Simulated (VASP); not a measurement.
Here is a VASP 6.6.1 calculation.

File INCAR:

```
  PREC = Accurate
  ENCUT = 520
  EDIFF = 1E-6
  ISMEAR = 1
  SIGMA = 0.1
  LREAL = False
  LASPH = True
  NELM = 100
  ALGO = Normal
  ISIF = 2
  LWAVE = False
  LCHARG = False
  GGA = PE
  KPAR = 2
```

The input KPOINTS:

```
Automatic mesh
0
Gamma
  15 15 4
```

Contents of POSCAR:

```
Y
1.0
    3.6447193500      0.0000000000      0.0000000000
   -1.8223596800      3.1564196000      0.0000000000
    0.0000000000      0.0000000000     22.7592475200
Y
8
Direct
    0.0000000000      0.0000000000      0.0000000000
    0.3333330000      0.6666670000      0.1250000000
    0.0000000000      0.0000000000      0.2500000000
    0.3333330000      0.6666670000      0.3750000000
    0.0000000000      0.0000000000      0.5000000000
    0.3333330000      0.6666670000      0.6250000000
    0.0000000000      0.0000000000      0.7500000000
    0.3333330000      0.6666670000      0.8750000000
```

Potentials or basis: VASP PAW PBE potentials, release 64 (Y_sv).

Run with:

```sh
$ cat potpaw_PBE.64/Y_sv/POTCAR > POTCAR
$ mpirun -np 2 vasp_std > vasp.out
```

Q: Predict the pressure.

A: 0.1 GPa.

Q: Predict the band gap on the k mesh.

A: None (metal or under the smearing width).

Stress tensor (GPa, compression positive):
```
 0.20  0.00  0.00
 0.00  0.20  0.00
 0.00  0.00 -0.23
```
